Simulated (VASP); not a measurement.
# Be4H (P6/mmm) in VASP: reference runs

Aim: a first look at Be4H with PBE, on the cell as given.

Program: VASP 6.6.1. These are calculated values, not measurements. Logs are shortened: lines on timing, memory, paths and dates and some standing lists are left out, and cuts for length are marked.

## Step 1: The structure

Symmetry: P6/mmm, No. 191, hexagonal system. Conventional cell: a = 3.002 Å, b = 3.002 Å, c = 4.554 Å, α = 90.00°, β = 90.00°, γ = 120.00°. Be (site symmetry mmm) is surrounded by 4 Be at 1.50 Å and 2 H at 1.50 Å. Be (site symmetry 6/mmm) has 2 H at 2.28 Å as nearest neighbours. Around H (site symmetry 6/mmm) lie 6 Be at 1.50 Å.

The cell was built by a generator and needn't be a form met in nature.

## Step 2: Single point, PBE

INCAR reads:

```
PREC = Accurate
ENCUT = 520
EDIFF = 1E-7
ISMEAR = -1
SIGMA = 0.05
LREAL = False
LASPH = True
NELM = 80
ALGO = Normal
ISIF = 2
LWAVE = False
LCHARG = True
GGA = PE
LELF = True
LVHAR = True
NBANDS = 12
```

KPOINTS reads:

```
Automatic mesh
0
Gamma
  10 10 6
```

POSCAR reads:

```
Be4H
1.0
    3.0020168100      0.0000000000      0.0000000000
   -1.5010084000      2.5998228200      0.0000000000
    0.0000000000      0.0000000000      4.5542779400
Be H
4 1
Direct
    0.5000000000      0.0000000000      0.0000000000
    0.0000000000      0.5000000000      0.0000000000
    0.5000000000      0.5000000000      0.0000000000
    0.0000000000      0.0000000000      0.5000000000
    0.0000000000      0.0000000000      0.0000000000
```

Potentials or basis: VASP PAW PBE potentials, release 64 (Be, H).

The run is started by

```bash
$ cat potpaw_PBE.64/Be/POTCAR potpaw_PBE.64/H/POTCAR > POTCAR
$ mpirun -np 1 vasp_std > vasp.out
```

OUTCAR:

```text
PREC = Accurate
   ENCUT = 520
   EDIFF = 1E-7
   ISMEAR = -1
   LREAL = False
   LASPH = True
   NELM = 80
   ISIF = 2
   GGA = PE

 ion  position               nearest neighbor table
   1  0.500  0.000  0.000-   3 1.50   3 1.50   5 1.50   5 1.50   2 1.50   2 1.50
   2  0.000  0.500  0.000-   5 1.50   5 1.50   3 1.50   3 1.50   1 1.50   1 1.50
   3  0.500  0.500  0.000-   1 1.50   1 1.50   2 1.50   2 1.50   5 1.50   5 1.50
   4  0.000  0.000  0.500-
   5  0.000  0.000  0.000-   2 1.50   2 1.50   1 1.50   1 1.50   3 1.50   3 1.50

  LATTYP: Found a hexagonal cell.
 ALAT       =     3.0020168100
 C/A-ratio  =     1.5170727642

  Lattice vectors:

 A1 = (   3.0020168100,   0.0000000000,   0.0000000000)
 A2 = (  -1.5010084000,   2.5998228200,   0.0000000000)
 A3 = (   0.0000000000,   0.0000000000,   4.5542779400)

Analysis of symmetry for initial positions (statically):
=====================================================================
 Subroutine PRICEL returns:
 Original cell was already a primitive cell.

 Routine SETGRP: Setting up the symmetry group for a
 hexagonal supercell.

 Subroutine GETGRP returns: Found 24 space group operations
 (whereof 24 operations were pure point group operations)
 out of a pool of 24 trial point group operations.

The static configuration has the point symmetry D_6h.

Analysis of symmetry for dynamics (positions and initial velocities):
=====================================================================
 Subroutine PRICEL returns:
 Original cell was already a primitive cell.

 Routine SETGRP: Setting up the symmetry group for a
 hexagonal supercell.

 Subroutine GETGRP returns: Found 24 space group operations
 (whereof 24 operations were pure point group operations)
 out of a pool of 24 trial point group operations.

The dynamic configuration has the point symmetry D_6h.

 Subroutine INISYM returns: Found 24 space group operations
 (whereof 24 operations are pure point group operations),
 and found     1 'primitive' translations

----------------------------------------------------------------------------------------

                                     Primitive cell

  volume of cell :      35.5448

  direct lattice vectors                    reciprocal lattice vectors
     3.002016810  0.000000000  0.000000000     0.333109394  0.192320798  0.000000000
[... 99 lines left out ...]
   ISYM   =      2    0-nonsym 1-usesym 2-fastsym
   POTIM  = 0.5000    time-step for ionic-motion
   TEBEG  =    0.0;   TEEND  =   0.0 temperature during run
   PSTRESS=    0.0 pullay stress
   NELECT =       9.0000    total number of electrons
   NUPDOWN=      -1.0000    fix difference up-down
   EMIN   =  10.00;   EMAX   =-10.00  energy-range for DOS
   EFERMI =   0.00;   METHOD = LEGACY
   ISMEAR =    -1;   SIGMA  =   0.05  broadening in eV -4-tet -1-fermi 0-gaus
   EFERMI_NEDOS =   21; number of points for ismear=-14 and -15
   IALGO  =     38    algorithm
   IMIX   =      4    mixing-type and parameters
     AMIX     =   0.40;   BMIX     =  1.00
     AMIX_MAG =   1.60;   BMIX_MAG =  1.00
  volume/ion in A,a.u.               =       7.11        47.97
  Fermi-wavevector in a.u.,A,eV,Ry     =   1.035691  1.957172 14.594369  1.072656
  Thomas-Fermi vector in A             =   2.170046
   LORBIT       =      0    0 simple, 1 ext, 2 COOP (PROOUT), +10 PAW based schemes
   GGA     = PE    functional components
   LHFCALC =     F    Hartree Fock is set to
   AEXX    =    0.0000 exact exchange contribution
   IVDW    =     0    specifies the selected vdW correction
   LEPSILON=     F    determine dielectric tensor
   LRPA    =     F    only Hartree local field effects (RPA)
 non-spin polarized calculation
  energy-cutoff  :      520.00
  volume of cell :       35.54
 maximum number of plane-waves:      1000
 NGX is ok and might be reduce to    24
   NGX = 11   NGY = 11   NGZ = 17

 number of electron       9.0000000 magnetization

 Free energy of the ion-electron system (eV)
  ---------------------------------------------------
  ext. energy  EPLUGINS =         0.00000000
  ---------------------------------------------------
  free energy    TOTEN  =        -4.31018143 eV

  energy without entropy =       -4.30360314  energy(sigma->0) =       -4.30689228

 E-fermi :   5.8435     XC(G=0): -10.0912

 val. band max:        5.7952543356   @ k =   0.3000   0.3000   0.3333
 cond. band min:       5.8454206218   @ k =   0.3000   0.2000   0.3333
 fundamental gap:      0.0501662862
 Fermi energy:         5.8435075904

 k-point     1 :       0.0000    0.0000    0.0000
  band No.  band energies     occupation
      1      -6.7291      2.00000
      2      -0.3914      2.00000
      3       1.8662      2.00000
      4       2.8476      2.00000
      5       6.7550      0.00000
      6       6.7550      0.00000
      7      11.1479      0.00000
      8      14.1278      0.00000
      9      14.5871      0.00000
     10      14.5871      0.00000
     11      19.1169      0.00000
     12      19.1169      0.00000
[... 331 lines left out ...]
 k-point    24 :       0.4000    0.1000    0.1667
  band No.  band energies     occupation
      1      -5.6578      2.00000
      2       0.1665      2.00000
      3       2.7263      2.00000
      4       3.4467      2.00000
      5       5.3066      1.99996
      6       7.2818      0.00000
      7       8.1490      0.00000
      8       8.7672      0.00000
      9      11.0136      0.00000
     10      13.5599      0.00000
     11      17.7636      0.00000
     12      18.3753      0.00000

 [... further k-points ...]
[... 5 lines left out ...]
  --------------------------------------------------------------------------------------
  -------------------------------------------------------------------------------------
  Total       34.9595441     34.9595441     -3.6943096      0.0000001      0.0000000      0.0000000
  in kB     1575.7958082   1575.7958081   -166.5204085      0.0000030      0.0000000      0.0000000
  external PRESSURE =     995.0237359 kB  Pullay stress =       0.0000000 kB

 VOLUME and BASIS-vectors are now :
 -----------------------------------------------------------------------------
  energy-cutoff  :      520.00
  volume of cell :       35.54
      direct lattice vectors                 reciprocal lattice vectors
     3.002016810  0.000000000  0.000000000     0.333109394  0.192320798  0.000000000
    -1.501008400  2.599822820  0.000000000     0.000000000  0.384641596  0.000000000
     0.000000000  0.000000000  4.554277940     0.000000000  0.000000000  0.219573775

 POSITION                                       TOTAL-FORCE (eV/Angst)
 -----------------------------------------------------------------------------------
      1.50101      0.00000      0.00000         0.000000      0.000000      0.000000
     -0.75050      1.29991      0.00000        -0.000000      0.000000      0.000000
      0.75050      1.29991      0.00000         0.000000      0.000000      0.000000
      0.00000      0.00000      2.27714        -0.000000      0.000000      0.000000
      0.00000      0.00000      0.00000        -0.000000      0.000000      0.000000
 -----------------------------------------------------------------------------------
    total drift:                               -0.000000     -0.000000     -0.000000

  FREE ENERGIE OF THE ION-ELECTRON SYSTEM (eV)
  ---------------------------------------------------
  free  energy   TOTEN  =        -4.3101814256 eV

  energy  without entropy=       -4.3036031432  energy(sigma->0) =       -4.30689228
```

OSZICAR:

```text
N       E                     dE             d eps       ncg     rms          rms(c)
DAV:   1     0.140503776031E+02    0.14050E+02   -0.33362E+03  1352   0.571E+02
DAV:   2    -0.129895089372E+02   -0.27040E+02   -0.25237E+02  1692   0.126E+02
DAV:   3    -0.140267355330E+02   -0.10372E+01   -0.10073E+01  1784   0.193E+01
DAV:   4    -0.140313026124E+02   -0.45671E-02   -0.45632E-02  1684   0.141E+00
DAV:   5    -0.140313237200E+02   -0.21108E-04   -0.21106E-04  1848   0.844E-02    0.109E+01
DAV:   6    -0.450172156459E+01    0.95296E+01   -0.30660E+01  1592   0.187E+01    0.354E+00
DAV:   7    -0.433354502013E+01    0.16818E+00   -0.14589E+00  1672   0.615E+00    0.159E+00
DAV:   8    -0.431113713354E+01    0.22408E-01   -0.48598E-02  1576   0.136E+00    0.422E-01
DAV:   9    -0.431029618484E+01    0.84095E-03   -0.22591E-03  1724   0.332E-01    0.556E-02
DAV:  10    -0.431018115947E+01    0.11503E-03   -0.34602E-04  1620   0.989E-02    0.782E-03
DAV:  11    -0.431018105014E+01    0.10933E-06   -0.21952E-05  1684   0.285E-02    0.493E-03
DAV:  12    -0.431018150106E+01   -0.45091E-06   -0.39183E-06  1632   0.107E-02    0.182E-03
DAV:  13    -0.431018142556E+01    0.75494E-07   -0.40459E-07  1588   0.371E-03
   1 F= -.43101814E+01 E0= -.43068923E+01  d E =-.657828E-02
```

stdout:

```text
POSCAR found type information on POSCAR BeH
 POSCAR found :  2 types and       5 ions
 scaLAPACK will be used
 LDA part: xc-table for (Slater+PW92), standard interpolation
 POSCAR, INCAR and KPOINTS ok, starting setup
 FFT: planning ... GRIDC
 FFT: planning ... GRID_SOFT
 FFT: planning ... GRID
 WAVECAR not read
 entering main loop
```

Wall time 16 s (1 thread of AMD EPYC 9R45 (Zen 5), shared host); peak memory 0.13 GiB.

What came out:

- Free energy: -4.3102 eV
- Pressure: 99.5 GPa
- Band gap on the k mesh: none (metal or under the smearing width)

Stress tensor (GPa, compression positive):
```
157.58   0.00   0.00
  0.00 157.58   0.00
  0.00   0.00 -16.65
```

Caveat: a pressure of tens of GPa on the cell as given is suspect, and the run, the potentials or the cell itself is likely at fault.
